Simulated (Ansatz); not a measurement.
# MgZn3O4: the cell at several levels of theory

Aim: relax MgZn3O4 in the database structure with PBE, r2SCAN and PBEsol and see how far the functionals disagree on the cell.

Code: Ansatz 0.2.0. PAW datasets, plane waves, zero pressure. The values are computed, spin-unpolarised, and not measurements.

**1. The cell**

The symmetry is Cm (No. 8, monoclinic); a = 11.796 Å, b = 3.254 Å, c = 5.616 Å, β = 118.4° in the conventional setting, 11.85 Å³ an atom. Near Mg stand 4 O at 1.96–1.97 Å; near Zn stand 4 O at 1.97–1.99 Å; near Zn stand 4 O at 1.98 Å; near Zn stand 4 O at 1.97–1.98 Å; near O stand 1 Mg at 1.97 Å and 3 Zn at 1.97–1.98 Å.

As a file:

```xyz
8
Lattice="5.8978 -1.6272 0.0000 5.8978 1.6272 0.0000 -2.6712 0.0000 4.9396" Properties=species:S:1:pos:R:3 pbc="T T T"
Mg    0.5071    0.0000    4.5442
Zn    7.7437    0.0000    2.0535
Zn    3.6716    0.0000    4.1008
Zn   10.8985    0.0000    1.6554
O    -1.2231    0.0000    3.6003
O     5.9865    0.0000    1.1119
O     9.1653    0.0000    0.6916
O     1.9198    0.0000    3.1757
```

**2. Relaxation with PBE**

The input, input.yaml:

```yaml
crystal:
  lattice:
    - [5.8978414162, -1.62720873, 0.0]
    - [5.8978414162, 1.62720873, 0.0]
    - [-2.6711651497, 0.0, 4.9395585555]
  atoms:
    - { symbol: Mg, position: [0.25131619, 0.25131619, 0.91995415] }
    - { symbol: Zn, position: [0.75063095, 0.75063095, 0.41572154] }
    - { symbol: Zn, position: [0.49926681, 0.49926681, 0.830192] }
    - { symbol: Zn, position: [0.99983608, 0.99983608, 0.33513509] }
    - { symbol: O, position: [0.06136172, 0.06136172, 0.72887431] }
    - { symbol: O, position: [0.55849377, 0.55849377, 0.22510758] }
    - { symbol: O, position: [0.8087079, 0.8087079, 0.14001681] }
    - { symbol: O, position: [0.30834559, 0.30834559, 0.64291554] }
kpoints:
  mp_grid: { grid: [8, 8, 6] }
hamiltonian:
  xc: pbe
scf:
  occupations: { method: fermi_dirac, width: 0.02 }
relax:
  f_tol: 0.005
  cell: {}
```

Command:

```sh
$ ansatz run input.yaml --threads 4 --pin off --max-ram 6451MiB --backend cpu --events-out ev --progress --plain --runs-dir out
```

The runs that follow: r2SCAN: cell and atoms; Relaxation with PBEsol.

Q: Predict the outcome of this session. Wanted: for each run, a; b; c; β; volume; space group; SCF geometries.

**Answer**, as computed:

```
 level   a (Å)  b (Å)  c (Å)    β (°)  volume (Å³/atom)  space group  SCF geometries
   PBE  11.955  3.292  5.677  118.344            12.288           Cm               7
r2SCAN  11.782  3.250  5.608  118.416            11.806           Cm               6
PBEsol  11.787  3.250  5.601  118.364            11.803           Cm               8
```

In words: The first relaxation changed the volume by +3.7 % from the start. The volume spreads over 4.1 % between the levels.
